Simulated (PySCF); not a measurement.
**Vertical excitation energies**

Compound: C3H10N (charge +1).
InChI=1S/C3H9N/c1-2-3-4/h2-4H2,1H3/p+1

Theory: PySCF 2.14.0, density-fitted response routines, TDDFT wB97X-D/def2-SVPD, vertical, gas phase, core orbitals frozen in the response. One conformer (not necessarily the lowest) at the PBE0-D3(BJ)/def2-SVP geometry, without solvent, vibrations or thermal averaging. Torsions of this conformer, `[CH3:1][CH2:2][CH2:3][NH3+:4]`: C1–C2–C3–N4 -61°.

Question: Predict the UV-vis stick spectrum at this level.

Answer: 

```csv
state,E (eV),ν̃ (cm⁻¹),f,"main configurations (H = HOMO, L = LUMO)"
S1,9.03,72820,0.0021,H→L (91%)
S2,9.31,75080,0.019,H-1→L (89%)
S3,9.51,76720,0.012,H-2→L (91%)
S4,10.34,83390,0.059,"H→L+1 (55%), H→L+2 (31%)"
S5,10.56,85160,0.011,"H→L+3 (31%), H-3→L (26%), H-1→L+1 (19%)"
S6,10.63,85740,0.041,"H-1→L+1 (32%), H→L+3 (31%), H-1→L+2 (13%)"
S7,10.73,86560,0.093,"H→L+2 (45%), H→L+1 (18%), H-1→L+2 (8%)"
S8,10.85,87510,0.031,"H-1→L+3 (36%), H-2→L+1 (24%)"
S9,10.91,87980,0.014,"H-2→L+1 (43%), H-2→L+2 (11%), H-1→L+3 (9%)"
S10,10.99,88610,0.053,"H-1→L+2 (52%), H-1→L+1 (21%), H-1→L+3 (9%)"
```

Triplets (Tamm–Dancoff): T1 8.94 eV, H→L (88%); T2 9.17 eV, H-1→L (85%); T3 9.40 eV, H-2→L (88%); T4 10.16 eV, H→L+1 (46%), H→L+2 (32%).

The lowest singlet lies at 9.03 eV (137 nm, vacuum ultraviolet) and is very weak; its leading configuration is HOMO→LUMO (91%). The strongest level in the table is S7 at 10.73 eV (116 nm, f = 0.093). Löwdin shares by element: HOMO carbon 51% or more, hydrogen 24% or more (atoms not listed hold the other 25%); LUMO hydrogen 48% or more, nitrogen 20% (atoms not listed hold the other 32%). The oscillator strengths of these states sum to 0.336; summed over the whole spectrum of an exact calculation they would give the number of electrons, 34 (Thomas–Reiche–Kuhn). Orbital energies (eV): HOMO-3 -18.18, HOMO-2 -16.74, HOMO-1 -16.38, HOMO -16.15, LUMO -3.06, LUMO+1 -1.51, LUMO+2 -1.46. Of the 10 states listed, 9 reach f = 0.01 and none stays under 0.0005. The vertical ionisation energy (ΔSCF) is 16.76 eV, 5.78 eV above S10. Singlets were solved by full linear response, triplets in the Tamm–Dancoff approximation.
